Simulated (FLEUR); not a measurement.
**Pb and the effect of the volume of the cell**

```cif
data_structure
_symmetry_space_group_name_H-M 'C2/m'
_symmetry_Int_Tables_number 12
_cell_length_a 6.0772
_cell_length_b 3.5006
_cell_length_c 6.4519
_cell_angle_alpha 90.000
_cell_angle_beta 109.140
_cell_angle_gamma 90.000
_cell_volume 129.67
loop_
_atom_site_label
_atom_site_type_symbol
_atom_site_symmetry_multiplicity
_atom_site_Wyckoff_symbol
_atom_site_fract_x
_atom_site_fract_y
_atom_site_fract_z
_atom_site_occupancy
Pb1 Pb 4 i 0.90851 0.00000 0.72629 1
```

This isn't the form of Pb at room conditions, which is fcc.

Kept alike: task band structure; functional PBEsol; k mesh 9 × 9 × 5; occupations fermi-dirac, width 0.05 eV; no spin polarisation. Program: FLEUR, all-electron, FLAPW. The mesh is that of the run's cell of 2 atoms. No spin-orbit coupling.

```csv
"volume of cell, f (times the cell shown)",free energy over the lowest row (meV/atom)
0.8,171.93
0.85,71.43
0.9,18.34
0.95,0.00
1,7.20
1.05,33.24
1.1,73.12
```

The cell shown is the unstrained one; x, y and z are its Cartesian axes; atoms keep their fractions. For a metal such a mesh leaves the last digits unconverged.

**Question.** What does the volume of the cell change here?

**Answer.** The free energy is lowest at 0.95, and 171.93 meV an atom higher at 0.8.
